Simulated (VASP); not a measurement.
# GaAs (F-43m) in VASP: a series of runs, part 2 of 3

VASP 6.6.1. Earlier steps stand in the parts before.

## 3. Dielectric tensor, PBEsol

INCAR

```
SYSTEM = GaAs
ALGO     = Normal         ! electronic algorithm
EDIFF    = 1E-8           ! SCF threshold, eV
ENCUT    = 600            ! plane-wave cutoff, eV
GGA      = PS             ! functional
ISIF     = 2              ! what is computed and relaxed
ISMEAR   = 0              ! smearing method
LASPH    = .TRUE.         ! aspherical terms in the spheres
LCHARG   = .FALSE.        ! write CHGCAR
LEPSILON = .TRUE.         ! dielectric tensor by DFPT
LREAL    = .FALSE.        ! projectors in reciprocal space
LWAVE    = .FALSE.        ! write WAVECAR
NELM     = 100            ! most SCF steps
PREC     = Accurate       ! precision mode
SIGMA    = 0.01           ! smearing width, eV
```

KPOINTS

```
k-points
0
G
  7 7 7
  0 0 0
```

POSCAR

```
GaAs
1.0
    0.0000000000      2.8268500000      2.8268500000
    2.8268500000      0.0000000000      2.8268500000
    2.8268500000      2.8268500000      0.0000000000
As Ga
1 1
Direct
    0.7500000000      0.7500000000      0.7500000000
    0.0000000000      0.0000000000      0.0000000000
```

Potentials or basis: VASP PAW PBE potentials, release 64 (As, Ga_d).

On the command line:

```console
> cat potpaw_PBE.64/As/POTCAR potpaw_PBE.64/Ga_d/POTCAR > POTCAR
> mpirun -np 1 vasp_std > vasp.out
```

OUTCAR:

```text
SYSTEM = GaAs
   EDIFF = 1E-8
   ENCUT = 600
   GGA = PS
   ISIF = 2
   ISMEAR = 0
   LASPH = .TRUE.
   LEPSILON = .TRUE.
   LREAL = .FALSE.
   NELM = 100
   PREC = Accurate

 Found     20 irreducible k-points:

 Following reciprocal coordinates:
            Coordinates               Weight
  0.000000  0.000000  0.000000      1.000000
  0.142857  0.000000  0.000000      8.000000
  0.285714  0.000000  0.000000      8.000000
  0.428571  0.000000  0.000000      8.000000
  0.142857  0.142857  0.000000      6.000000
  0.285714  0.142857  0.000000     24.000000
   k-points           NKPTS =     20   k-points in BZ     NKDIM =     20   number of bands    NBANDS=     13
   number of dos      NEDOS =    301   number of ions     NIONS =      2
   total plane-waves  NPLWV =  32768
[... 233 lines left out ...]
    -0.00061  1.19218  0.00000
     1.19218 -0.00061  0.00000
     0.00000  0.00000  0.00055

 MACROSCOPIC STATIC DIELECTRIC TENSOR (including local field effects in DFT)
 ------------------------------------------------------
          48.143466    -0.000000     0.000000
          -0.000000    48.143466     0.000000
           0.000000     0.000000    48.143466
 ------------------------------------------------------

 PIEZOELECTRIC TENSOR (including local field effects)  for field in x, y, z        (e  Angst)
          XX          YY          ZZ          XY          YZ          ZX
  --------------------------------------------------------------------------------
  x     0.00000    -0.00000     0.00000     0.00000     3.37515     0.00000
  y     0.00000    -0.00000    -0.00000     0.00000     0.00000     3.37515
  z    -0.00000     0.00000     0.00000     3.37515     0.00000     0.00000

 PIEZOELECTRIC TENSOR (including local field effects)  for field in x, y, z        (C/m^2)
          XX          YY          ZZ          XY          YZ          ZX
  --------------------------------------------------------------------------------
  x     0.00000    -0.00000     0.00000     0.00000     1.19692     0.00000
  y     0.00000    -0.00000    -0.00000     0.00000     0.00000     1.19692
  z    -0.00000     0.00000     0.00000     1.19692     0.00000     0.00000

 BORN EFFECTIVE CHARGES (including local field effects) (in |e|, cummulative output)
 ---------------------------------------------------------------------------------
 ion    1
    1    -2.42203    -0.00000     0.00000
    2    -0.00000    -2.42203     0.00000
    3     0.00000     0.00000    -2.42203
 ion    2
    1     2.42203     0.00000    -0.00000
    2     0.00000     2.42203    -0.00000
    3    -0.00000     0.00000     2.42203
```

OSZICAR:

```text
N       E                     dE             d eps       ncg     rms          rms(c)
DAV:   1     0.860604917685E+02    0.86060E+02   -0.98395E+03   520   0.213E+03
DAV:   2    -0.246443162538E+01   -0.88525E+02   -0.84902E+02   575   0.347E+02
DAV:   3    -0.916596537259E+01   -0.67015E+01   -0.66686E+01   650   0.784E+01
DAV:   4    -0.928079140952E+01   -0.11483E+00   -0.11479E+00   574   0.115E+01
[... 12 lines left out ...]
RMM:   8    -0.609069011490E+01   -0.12747E-03   -0.10914E-05  3354   0.138E-02    0.705E-04
RMM:   9    -0.609073912901E+01   -0.49014E-04    0.26361E-06  3404   0.529E-03    0.243E-04
RMM:  10    -0.609073251788E+01    0.66111E-05   -0.24304E-06  3405   0.206E-03    0.446E-05
RMM:  11    -0.609072945625E+01    0.30616E-05    0.65381E-07  3384   0.851E-04    0.277E-05
RMM:  12    -0.609072985099E+01   -0.39474E-06   -0.38934E-07  2980   0.361E-04    0.885E-06
```

It took 2.8 min on 1 thread of Intel Xeon Platinum 8488C (Sapphire Rapids), shared host; peak memory 0.28 GiB.

These settings aren't checked as converged: the numbers below hold their error.

Results:

```yaml
Band_gap_on_the_k_mesh: 0.45 eV, direct
Electronic_dielectric_tensor_diagonal: 48.14
Born_charges_mean_of_the_diagonal: As -2.42; Ga +2.42 e
```

Caveat: the gap is small at this level, which inflates the dielectric constant.

## 4. Dielectric tensor, PBEsol

INCAR: that of step 3 with these lines changed.

```diff
@@ -3,3 +3,3 @@
 EDIFF    = 1E-8           ! SCF threshold, eV
-ENCUT    = 600            ! plane-wave cutoff, eV
+ENCUT    = 500            ! plane-wave cutoff, eV
 GGA      = PS             ! functional
```

KPOINTS

```
k-points
0
G
  8 8 8
  0 0 0
```

POSCAR is that of step 3.

Potentials or basis: VASP PAW PBE potentials, release 64 (As, Ga_d).

On the command line:

```console
> cat potpaw_PBE.64/As/POTCAR potpaw_PBE.64/Ga_d/POTCAR > POTCAR
> mpirun -np 1 vasp_std > vasp.out
```

OUTCAR:

```text
SYSTEM = GaAs
   EDIFF = 1E-8
   ENCUT = 500
   GGA = PS
   ISIF = 2
   ISMEAR = 0
   LASPH = .TRUE.
   LEPSILON = .TRUE.
   LREAL = .FALSE.
   NELM = 100
   PREC = Accurate

 Found     29 irreducible k-points:

 Following reciprocal coordinates:
            Coordinates               Weight
  0.000000  0.000000  0.000000      1.000000
  0.125000  0.000000  0.000000      8.000000
  0.250000  0.000000  0.000000      8.000000
  0.375000  0.000000  0.000000      8.000000
  0.500000  0.000000  0.000000      4.000000
  0.125000  0.125000  0.000000      6.000000
   k-points           NKPTS =     29   k-points in BZ     NKDIM =     29   number of bands    NBANDS=     13
   number of dos      NEDOS =    301   number of ions     NIONS =      2
   total plane-waves  NPLWV =  27000
   dimension x,y,z NGX =    30 NGY =   30 NGZ =   30
   dimension x,y,z NGXF=    60 NGYF=   60 NGZF=   60
   ions per type =               1   1
   NGX,Y,Z   is equivalent  to a cutoff of  12.48, 12.48, 12.48 a.u.
   NGXF,Y,Z  is equivalent  to a cutoff of  24.95, 24.95, 24.95 a.u.
 SYSTEM =  GaAs
   PREC   = accura    normal or accurate (medium, high low for compatibility)
   ISTART =      0    job   : 0-new  1-cont  2-samecut
   ICHARG =      2    charge: 1-file 2-atom 10-const
   ISPIN  =      1    spin polarized calculation?
   LNONCOLLINEAR =      F non collinear calculations
   LSORBIT =      F    spin-orbit coupling
   LASPH  =      T    aspherical Exc in radial PAW
   ENCUT  =  500.0 eV  36.75 Ry    6.06 a.u.   7.29  7.29  7.29*2*pi/ulx,y,z
   NELM   =    100;   NELMIN=  2; NELMDL= -5     # of ELM steps
   EDIFF  = 0.1E-07   stopping-criterion for ELM
   LREAL  =      F    real-space projection
   EDIFFG = 0.1E-06   stopping-criterion for IOM
   NSW    =      0    number of steps for IOM
   IBRION =     -1    ionic relax: 0-MD 1-quasi-New 2-CG
   NFREE  =      0    steps in history (QN), initial steepest desc. (CG)
   ISIF   =      2    stress and relaxation
   ISYM   =      2    0-nonsym 1-usesym 2-fastsym
   POTIM  = 0.5000    time-step for ionic-motion
   TEBEG  =    0.0;   TEEND  =   0.0 temperature during run
[... 171 lines left out ...]
          -0.000000    37.090250    -0.000000
           0.000000    -0.000000    37.090250
 ------------------------------------------------------

 Free energy of the ion-electron system (eV)
  ---------------------------------------------------
  ---------------------------------------------------
  free energy    TOTEN  =        -4.59709230 eV

  energy without entropy =       -4.59709230

------------------------ aborting loop because EDIFF is reached ----------------------------------------

--------------------------------------- Ionic step        2  -------------------------------------------

------------------------ aborting loop because EDIFF is reached ----------------------------------------

--------------------------------------- Ionic step        3  -------------------------------------------

 Free energy of the ion-electron system (eV)
  ---------------------------------------------------
  ---------------------------------------------------
  free energy    TOTEN  =        -4.59709365 eV

  energy without entropy =       -4.59709365

------------------------ aborting loop because EDIFF is reached ----------------------------------------

 PIEZOELECTRIC TENSOR FIELD DIRECTION 3  (e Angst)
 -----------------------------------------------------------------------------
    -0.00123  2.96790  0.00000           (  0.00001  0.01566  0.00000)
     2.96790 -0.00123  0.00000           (  0.01566  0.00001  0.00000)
     0.00000  0.00000  0.00035           (  0.00000  0.00000 -0.00000)

 PIEZOELECTRIC TENSOR FIELD DIRECTION 3  (C/m^2)
 -----------------------------------------------------------------------------
    -0.00044  1.05250  0.00000
     1.05250 -0.00044  0.00000
     0.00000  0.00000  0.00013

 MACROSCOPIC STATIC DIELECTRIC TENSOR (including local field effects in DFT)
 ------------------------------------------------------
          36.487651    -0.000000    -0.000000
           0.000000    36.487651    -0.000000
          -0.000000     0.000000    36.487651
 ------------------------------------------------------

 PIEZOELECTRIC TENSOR (including local field effects)  for field in x, y, z        (e  Angst)
          XX          YY          ZZ          XY          YZ          ZX
  --------------------------------------------------------------------------------
  x    -0.00000     0.00000     0.00000     0.00000     2.97719     0.00000
  y     0.00000    -0.00000     0.00000     0.00000     0.00000     2.97719
  z     0.00000     0.00000     0.00000     2.97719     0.00000     0.00000

 PIEZOELECTRIC TENSOR (including local field effects)  for field in x, y, z        (C/m^2)
          XX          YY          ZZ          XY          YZ          ZX
  --------------------------------------------------------------------------------
  x    -0.00000     0.00000     0.00000     0.00000     1.05579     0.00000
  y     0.00000    -0.00000     0.00000     0.00000     0.00000     1.05579
  z     0.00000     0.00000     0.00000     1.05579     0.00000     0.00000

 BORN EFFECTIVE CHARGES (including local field effects) (in |e|, cummulative output)
 ---------------------------------------------------------------------------------
 ion    1
    1    -2.30099     0.00000     0.00000
    2     0.00000    -2.30099     0.00000
    3     0.00000     0.00000    -2.30099
 ion    2
    1     2.30099     0.00000     0.00000
    2     0.00000     2.30099     0.00000
    3     0.00000     0.00000     2.30099
```

OSZICAR:

```text
N       E                     dE             d eps       ncg     rms          rms(c)
DAV:   1     0.798307512324E+02    0.79831E+02   -0.90875E+03   754   0.187E+03
DAV:   2    -0.334579975573E+01   -0.83177E+02   -0.79878E+02   834   0.319E+02
DAV:   3    -0.918600246722E+01   -0.58402E+01   -0.57712E+01   919   0.735E+01
DAV:   4    -0.928577946954E+01   -0.99777E-01   -0.99739E-01   883   0.108E+01
[... 12 lines left out ...]
RMM:   8    -0.459715625831E+01   -0.43107E-03   -0.94204E-06  4978   0.138E-02    0.810E-04
RMM:   9    -0.459711674453E+01    0.39514E-04    0.50022E-06  4948   0.547E-03    0.287E-04
RMM:  10    -0.459709834608E+01    0.18398E-04   -0.45365E-07  5096   0.196E-03    0.618E-05
RMM:  11    -0.459709251035E+01    0.58357E-05    0.16571E-07  4903   0.870E-04    0.339E-05
RMM:  12    -0.459709365150E+01   -0.11412E-05   -0.50112E-08  4468   0.345E-04    0.838E-06
```

Run time: 4.2 min. Hardware: 1 thread of Intel Xeon Platinum 8488C (Sapphire Rapids), shared host; peak memory 0.29 GiB.

These settings aren't checked as converged: the numbers below hold their error.

What came out:

* Band gap on the k mesh: 0.46 eV, direct
* Electronic dielectric tensor (diagonal): 36.49
* Born charges (mean of the diagonal): As -2.30; Ga +2.30 e

Caveat: the gap is small at this level, which inflates the dielectric constant.

[end of part 2 of 3]
